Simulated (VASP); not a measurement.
Here is a VASP 6.6.1 calculation.

The input INCAR:

```
SYSTEM = InP
ALGO = Normal
EDIFF = 1E-7
EDIFFG = -0.005
ENCUT = 600
GGA = CA
IBRION = 2
ISIF = 3
ISMEAR = 0
LASPH = .TRUE.
LCHARG = .FALSE.
LREAL = .FALSE.
LWAVE = .FALSE.
NELM = 80
NSW = 90
PREC = Accurate
SIGMA = 0.03
```

KPOINTS

```
k-points
0
G
  8 8 8
  0 0 0
```

POSCAR

```
InP                                     
1.0
    0.0000000000      2.9142540919      2.9142540919
    2.9142540919      0.0000000000      2.9142540919
    2.9142540919      2.9142540919      0.0000000000
  In              P             
     1     1
Direct
     0.0000000000000000    0.0000000000000000    0.0000000000000000
     0.2500000000000000    0.2500000000000000    0.2500000000000000
```

Potentials or basis: VASP PAW LDA potentials, release 64 (In_d, P).

Command:

```bash
$ cat potpaw_LDA.64/In_d/POTCAR potpaw_LDA.64/P/POTCAR > POTCAR
$ mpirun -np 1 vasp_std > vasp.out
```

Question: What does it give for the band gap on the k mesh?

Answer: 0.60 eV, direct.

Final structure:
```
CELL_PARAMETERS angstrom
0.00000 2.91425 2.91425
2.91425 0.00000 2.91425
2.91425 2.91425 0.00000
ATOMIC_POSITIONS crystal
In 0.00000 0.00000 0.00000
P 0.25000 0.25000 0.25000
```

Caveat: the relaxation stopped at its first step, so nothing moved; spin-orbit coupling is left out, which moves the levels of the heavy elements. Expect the measured gap to be larger: semilocal functionals such as LDA lack the derivative discontinuity.
